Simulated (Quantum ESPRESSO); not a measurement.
Sn under changes of volume

One of the cells (33.803 Å³/atom); the others are scaled copies at fixed shape and fractional positions:

```
Sn
1.0
     0.00000    3.23334    3.23334
     3.23334    0.00000    3.23334
     3.23334    3.23334    0.00000
Sn
2
Direct
  0.75000 0.75000 0.75000
  0.50000 0.50000 0.50000
```

This isn't the form of Sn at room conditions, which is tetragonal (white tin).

* Program: Quantum ESPRESSO 7.5
* Functional: PW86PBE
* Potentials or basis: PseudoDojo 0.4.1 SR PBE standard
* Cutoff: 980 eV
* Density cutoff: 3918 eV
* k mesh: 7 × 7 × 7
* Occupations: fermi-dirac, width 0.05 eV
* Spin: no spin polarisation

```tsv
volume (Å³/atom)	energy over the lowest point (meV/atom)	pressure (GPa)
31.775	?	?
32.451	116.32	8.6
33.127	83.11	7.2
33.803	55.39	6.0
34.479	32.63	4.9
35.155	14.32	3.9
35.831	0.00	3.0
```

Question: What does the run at 31.775 Å³/atom give?

Answer: Energy over the lowest point 155.59 meV/atom; pressure 10.1 GPa.

Worked out: A Birch-Murnaghan fit of order 3 (a polynomial in V^(-2/3)) to the other rows has no minimum within the range. It gives 155.67 meV/atom at 31.775 Å³/atom, against the run's 155.59, and -dE/dV = 10.1 GPa, against 10.1.

Energies are extrapolated to zero smearing.

Caveats: the potentials were made for another functional, which shifts forces and pressure.
